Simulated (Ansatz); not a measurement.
**Cd2Te3: balancing the decomposition**

Computed with DFT PBE, scalar-relativistic, plane waves, PAW (Ansatz). Settings: cutoff 420 eV, Γ-centred meshes spaced at most about 0.3 Å⁻¹, and about 0.25 Å⁻¹ or finer for metals (2π included), Gaussian smearing. No spin polarisation.

Energies over the elements count from the elements' standard structures at the same level, with no fitted energy shifts.

These are static total energies at zero pressure. Spin–orbit coupling, which can matter for Te, is left out. The reference form of Te is held partly by dispersion forces, which this level lacks.

A trial structure of Cd2Te3 (reached from: random cell; relaxed: space group P6/mmm (No. 191), a = 6.233 Å, c = 5.887 Å) has a formation energy of 0.196 eV/atom. At its composition the lowest mixture among the elements and 1 reference phase computed alike (others may be missing) consists of these:

```csv
phase,source,ΔE_f (eV/atom)
Te (solid),element,0.000
CdTe (F-43m),COD,-0.464
```

**Question.** Write the balanced decomposition and find its energy per atom, per formula unit and per mole of formula units.

**Answer.** Balancing Cd and Te gives Cd2Te3 → Te + 2 CdTe. The left side holds 5 atoms, and the products take 1/5 (Te) and 4/5 (CdTe) of them. The mixture therefore lies at 1/5 × (0.000) + 4/5 × (-0.464) = -0.371 eV/atom. The reaction energy is -0.371 − (0.196) = -0.567 eV/atom. Times 5 atoms that is -2.835 eV per Cd2Te3, and times 96.485 it is -274 kJ per mole of Cd2Te3. Decomposition is downhill, so the trial structure is unstable against this mixture.
